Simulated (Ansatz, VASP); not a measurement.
**Sb: VASP beside Ansatz**

File INCAR:

```
PREC     = Accurate       # precision mode
ENCUT    = 600            # plane-wave cutoff, eV
EDIFF    = 1E-6           # SCF threshold, eV
ISMEAR   = -1             # smearing method
SIGMA    = 0.05           # smearing width, eV
LREAL    = F              # projectors in reciprocal space
LASPH    = T              # aspherical terms in the spheres
NELM     = 60             # most SCF steps
ALGO     = Normal         # electronic algorithm
ISIF     = 3              # what is computed and relaxed
LWAVE    = F              # write WAVECAR
LCHARG   = F              # write CHGCAR
GGA      = PE             # functional
IVDW     = 13             # dispersion correction
IBRION   = 2              # ionic algorithm
NSW      = 60             # ionic steps
EDIFFG   = -0.01          # ionic threshold
```

KPOINTS

```
regular mesh
0
Gamma
  9 9 5
```

File POSCAR:

```
Sb
1.0
    3.3545324186      0.0000000000      0.0000000000
   -1.6772662093      2.9051102923      0.0000000000
    0.0000000000      0.0000000000      5.4701606500
Sb
2
Direct
    0.6666666667      0.3333333333      0.7500000000
    0.3333333333      0.6666666667      0.2500000000
```

input.yaml

```yaml
crystal:
  lattice:
    - [3.3545324186, 0.0, 0.0]
    - [-1.6772662093, 2.9051102923, 0.0]
    - [0.0, 0.0, 5.47016065]
  atoms:
    - { symbol: Sb, position: [0.6666666667, 0.3333333333, 0.75] }
    - { symbol: Sb, position: [0.3333333333, 0.6666666667, 0.25] }
hamiltonian:
  xc: pbe
  pseudopotentials: { kind: paw }
  dispersion: d4
kpoints:
  mp_grid: { grid: [9, 9, 5] }
scf:
  occupations: { method: fermi_dirac, width: 0.05 }
output:
  forces: true
  stress: true
  eigenvalues: true
relax:
  f_tol: 0.01
  max_steps: 40
  cell: { stress_tol: 0.05 }
```

This isn't the form of Sb at room conditions, which is rhombohedral.

Alike in both runs: task relaxation of cell and atoms; functional PBE; dispersion D4; k mesh 9 × 9 × 5; occupations fermi-dirac, width 0.05 eV; no spin polarisation.

```csv
,VASP,Ansatz
version,VASP 6.6.1,Ansatz 0.2.0
potentials or method,"VASP PAW PBE potentials, release 64 (Sb)",Ansatz PAW
plane-wave cutoff (eV),600,420
valence electrons in the cell,10,30
```

Ansatz gave:

| Quantity | Value |
| --- | --- |
| gap on the k mesh at the Fermi level, each at its own relaxed structure (eV) | none |
| relaxed volume (Å³/atom) | 25.95 |
| relaxed cell length with the largest relative difference (Å) | 3.328 |
| energy change over the relaxation (meV/atom) | -4 |

Question: Estimate VASP's values.

Answer: gap on the k mesh at the Fermi level, each at its own relaxed structure (eV): none; relaxed volume (Å³/atom): 25.89; relaxed cell length with the largest relative difference (Å): 3.324; energy change over the relaxation (meV/atom): -4.

A gap of «none» marks a metal or a gap that the smearing closes. The two sets of potentials don't hold the same shells in valence.

Caveats: pairwise dispersion overbinds metals, which lowers pressure and volume; the plane-wave basis is chosen anew once the cell has moved, so the energies of steps on either side of that aren't comparable (Ansatz). The runs have no spin-orbit coupling, so splittings on Sb are missing.
